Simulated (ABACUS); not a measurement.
Crystal: Sc.

```xyz
2
Lattice="3.3090 0.0000 0.0000 -1.6545 2.8657 0.0000 0.0000 0.0000 5.2733" Properties=species:S:1:pos:R:3 pbc="T T T"
Sc    1.6545    0.9552    3.9550
Sc    0.0000    1.9105    1.3183
```

| Quantity | Value |
| --- | --- |
| Program | ABACUS 3.10.1 |
| Task | relaxation of cell and atoms |
| Functional | RPBE |
| Dispersion | D3(BJ)+ABC |
| Potentials or basis | PseudoDojo NC SR 0.4.1 PBE standard |
| Cutoff | 1075 eV |
| Density cutoff | 4299 eV |
| Basis | plane waves |
| k mesh | 6 × 6 × 4 |
| Occupations | fermi-dirac, width 0.05 eV |
| Spin | no spin polarisation |

At the start: pressure -19.2 GPa; volume 25.00 Å³/atom.

Problem. How do energy, volume and symmetry change on relaxing?

Solution. Over 8 steps the energy falls by 554.7 meV/atom and the volume is 17.73 Å³/atom (-29.1 %); space group P6_3/mmc (No. 194, to 0.05 Å).

The path:
```
step  energy change (eV)  largest force (eV/Å)  pressure (GPa)  volume (Å³)
   1              0.0000                0.0000          -19.17        50.00
   2             -0.8964                0.0000           15.56        30.75
   3             -1.1078                0.0000            0.35        35.31
   4             -1.1078                0.0000            0.35        35.31
   5             -1.1091                0.0000            0.35        35.31
   6             -1.1092                0.0000            0.38        35.32
   7             -1.1093                0.0000           -0.21        35.54
   8             -1.1094                0.0000            0.00        35.46
```

Final structure:
```yaml
crystal:
  lattice:
    - [2.97419, 0.00000, 0.00000]
    - [-1.48709, 2.57572, 0.00000]
    - [0.00000, 0.00000, 4.62890]
  atoms:
    - { symbol: Sc, position: [0.66667, 0.33333, 0.75000] }
    - { symbol: Sc, position: [0.33333, 0.66667, 0.25000] }
```

Caveat: the k mesh is coarse (spacing up to 0.37 Å⁻¹), so the values aren't converged; the volume moved by over 15 % at a fixed basis, so the end points are rough; the potentials were made for another functional, which shifts forces and pressure; the volume moved by -29 % from the deposited cell, more than functionals usually miss; pairwise dispersion overbinds metals, which lowers pressure and volume.
